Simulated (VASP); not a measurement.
BaTiO3:

```
Ba Ti O
1.0
     3.96658    0.00000    0.00000
     0.00000    3.96658    0.00000
     0.00000    0.00000    4.06565
Ba Ti O
1 1 3
Direct
  0.50000 0.50000 0.58219
  0.00000 0.00000 0.09861
  0.00000 0.50000 0.06385
  0.50000 0.00000 0.06385
  0.00000 0.00000 0.55150
```

The cell is a database's computed one.

Base run:

* Program: VASP 6.6.1
* Functional: r2SCAN
* Potentials or basis: VASP PAW PBE potentials, release 64 (Ba_sv, Ti_sv, O)
* Cutoff: 520 eV
* k mesh: 8 × 8 × 8
* Occupations: gaussian, width 0.02 eV
* Spin: no spin polarisation

Its results: band gap on the k mesh 2.21 eV, indirect (least direct gap 2.64 eV).

Q: The run is repeated on the same cell with these changes: functional from r2SCAN to PBEsol; further incar settings from ALGO = Normal; EDIFF = 1e-06 to ALGO = Fast; EDIFF = 1e-06. What comes out?

A: Band gap on the k mesh 1.76 eV, indirect (least direct gap 2.19 eV).

Caveats: spin-orbit coupling is left out, which moves the levels of the heavy elements.

Not every run made on this cell is shown here.
